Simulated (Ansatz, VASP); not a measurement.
Zr: VASP beside Ansatz

```xyz
1
Lattice="0.0000 2.2091 2.2091 2.2091 0.0000 2.2091 2.2091 2.2091 0.0000" Properties=species:S:1:pos:R:3 pbc="T T T"
Zr    0.0000    0.0000    0.0000
```

Alike in both runs: functional LDA; k mesh 12 × 12 × 12; occupations fermi-dirac, width 0.1 eV; no spin polarisation.

Ansatz relaxed the structure, and its values are those at the end. VASP's run is a single point on that final structure, the one shown.

|  | VASP | Ansatz |
| --- | --- | --- |
| version | VASP 6.6.1 | Ansatz 0.2.0 |
| potentials or method | VASP PAW LDA potentials, release 64 (Zr_sv) | plane waves (420 eV) with PAW, scalar-relativistic |
| plane-wave cutoff (eV) | 520 | 420 |
| valence electrons in the cell | 12 | 12 |

|  | VASP | Ansatz | Ansatz less VASP |
| --- | --- | --- | --- |
| pressure (GPa) | 0.1 | 0.0 | -0.11 |

Ansatz warned: «pseudo_functional_mismatch».
